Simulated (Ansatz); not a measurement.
Sr: from a trial structure to a relaxed crystal

The calculation used Ansatz, DFT PBE, scalar-relativistic, plane waves, PAW.

The start is a random cell of Sr with space group P6/mmm (No. 191), drawn with lower limits on the distances.

The final relaxation ran on this input, with the default PAW datasets:

```yaml
crystal:
  lattice:
    - [7.9353059888, 0.0, 0.0]
    - [-3.9676529944, 6.8721765731, 0.0]
    - [0.0, 0.0, 4.0038412923]
  atoms:
    - { symbol: Sr, position: [0.0, 0.5, 0.5] }
    - { symbol: Sr, position: [0.5, 0.0, 0.5] }
    - { symbol: Sr, position: [0.5, 0.5, 0.5] }
basis:
  ecutwfc: 420
kpoints:
  mp_grid: { grid: [9, 9, 12] }
hamiltonian:
  xc: pbe
scf:
  occupations: { method: gaussian, width: 0.1 }
output:
  forces: true
  stress: true
  eigenvalues: true
relax:
  adjacent_minimum: "off"
  f_tol: 0.01
  max_steps: 80
  cell: { stress_tol: 0.05 }
```

It can be run as:

```bash
ansatz run input.yaml --threads 1 --pin off --backend cpu --events-out ev --progress --plain --runs-dir out  # memory cap (--max-ram) not shown
```

The program printed at the end:

```
SCF converged after 4 iterations
Free energy (F): -10631.133957 eV
Harris-Foulkes:  -10631.133957 eV  (|F-HF|=7.28e-12)
Internal energy: -10631.109346 eV  (E = F + TS)
E sigma→0 (E₀):  -10631.121652 eV
Entropy (-TS):   -0.024611 eV (-8.204 meV/atom)
Fermi energy:    3.212706 eV
--- Per-component energies (eV) ---
  E_band       = -474.262479
  E_kinetic    = 722.283385
  E_local      = -2772.391593  (includes V_loc(G=0)·N_el)
  E_nonlocal   = 608.964289
  E_hartree    = 782.360463
  E_xc         = -512.125912
  E_vxc        = -475.684373  (∫ρ·V_xc dr)
  E_paw        = -8084.186724  (= ΣΔE_a)
  E_vpaw       = -122.155031  (= ΣTr[D̂ρ^β])
  E_aug_tail   = -0.000003  (compensation charges beyond the density's cutoff)
  E_ewald      = -1376.013251
  E_smearing   = -0.024611  (= −TS)
  E_closure    = 0.000000  (closes the sum)
  Σ components = -10631.133957   (vs F -10631.133957, Δ=0.00e0)
--- Forces (eV/Å), atoms counted from 1 ---
  atom   1  Sr     0.00000000     0.00000000     0.00000000
  atom   2  Sr     0.00000000     0.00000000     0.00000000
  atom   3  Sr     0.00000000     0.00000000     0.00000000
  max |Σ_I F_I| component: 9.47e-30 eV/Å
--- Stress (GPa, compression-positive) ---
        0.010640       0.000000       0.000000
        0.000000       0.010640       0.000000
        0.000000       0.000000       0.004829
  P = ⅓ Tr σ = 0.0087 GPa (0.087 kbar)
--- Relaxed structure (4 steps of the walk, 4 accepted, 1 SCFs on fresh bases) ---
  F+E_penalty+E_count = -10631.13395699 eV   max|allowed force component| = 5.610e-30 eV/Å   (the final SCF, on the basis selected at the relaxed cell)
  cell:  # Å, volume = 218.2461 Å³
    - [8.028384, 0.0, 0.000000]
    - [-4.014192, 6.952784, 0.000000]
    - [0.000000, 0.000000, 3.909845]
  atoms:
    - { symbol: Sr, position: [0.000000, 0.500000, 0.5] }
    - { symbol: Sr, position: [0.5, 0.000000, 0.5] }
    - { symbol: Sr, position: [0.5, 0.500000, 0.5] }
```

Absolute energies hang on the potentials; compare differences alone.

The result has space group P6/mmm (No. 191). Sr is coordinated by 6 Sr at 3.91–4.01 Å.

It lies 0.51 eV/atom above the element's standard state at the same level.

The k mesh leaves about 4 meV/atom of noise in metals.

A structure relaxed within its symmetry needn't be a true minimum.